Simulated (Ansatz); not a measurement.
This script makes an equation of state with a fit of IrO2, space group P4_2/mnm with Ansatz's Python interface.

`eos.py`:
```python
"""Energy against volume for IrO2, with a fit."""

import ansatz
import numpy as np
from pymatgen.analysis.eos import EOS

VECTORS = np.array([
    [4.5051, 0.0, 0.0],
    [0.0, 4.5051, 0.0],
    [0.0, 0.0, 3.1586],
])
SITES = [
    ("Ir", (0.0, 0.0, 0.0)),
    ("Ir", (0.5, 0.5, 0.5)),
    ("O", (0.3077, 0.3077, 0.0)),
    ("O", (0.1923, 0.8077, 0.5)),
    ("O", (0.6923, 0.6923, 0.0)),
    ("O", (0.8077, 0.1923, 0.5)),
]


def on_lattice(cell):
    crystal = ansatz.Crystal(lattice=ansatz.Lattice.of(cell))
    for symbol, position in SITES:
        crystal = crystal.atom(symbol, position)
    return crystal

# scale the volume, keep shape and fractions
volumes, energies = [], []
for scale in np.linspace(0.92, 1.08, 7):
    cell = VECTORS * scale ** (1 / 3)
    model = (
        on_lattice(cell).calculation()
        .basis(16 * ansatz.Ha)
        .occupations("fermi_dirac", width=0.1)
        .kpoints(5, 5, 7)
    )
    r = model.run().report
    volumes.append(abs(np.linalg.det(cell)) / len(SITES))
    energies.append(r["free_energy_ev"] / len(SITES))
    print(f"V = {volumes[-1]:8.4f} A^3/atom  F = {energies[-1]:.5f} eV/atom")

for form in ["birch_murnaghan", "murnaghan", "pourier_tarantola"]:
    fit = EOS(eos_name=form).fit(volumes, energies)
    print(f"{form:18s} V0 {fit.v0:8.4f} A^3/atom  B0 {fit.b0_GPa:7.1f} GPa  B1 {fit.b1:5.2f}")
```

Its results, one of them left out:

| V (Å³/atom) | F less the lowest row shown (meV/atom) |
| --- | --- |
| 9.830 | ? |
| 10.115 | 52.60 |
| 10.400 | 19.26 |
| 10.684 | 2.50 |
| 10.969 | 0.00 |
| 11.254 | 9.71 |
| 11.539 | 29.90 |

What is the missing energy at 9.830 Å³ an atom?

A third-order Birch-Murnaghan fit, E = E0 + (9 V0 B0 / 16) [(t - 1)³ B' + (t - 1)² (6 - 4t)] with t = (V0/V)^(2/3), through the 6 rows shown gives V0 = 10.880 Å³, B0 = 274.7 GPa, B' = 4.84 and E0 = -0.62 meV. At V = 9.830 Å³, t = 1.07003, and the fit extrapolates to 105.32 meV. The run gave 105.23 meV, a miss of 0.09 meV.

Spin is left out of this run. Shape and fractional positions are held along the curve, so the bulk modulus is an upper value where they are free to relax. The mesh is modest for a metal, so energies can be off by several to tens of meV an atom and pressures by half a GPa or more; differences at equal mesh fare better. Spin-orbit coupling, which matters for elements this heavy, is left out. No functional is typed, so the default, PBE, holds. The structure is a deposited one; some such entries were measured under pressure or heat, so a shift against it needn't be the functional's error alone. Wall time of the script: 15 s on 1 thread of Intel(R) Xeon(R) Processor @ 2.30GHz (shared host), peak memory 0.61 GiB.
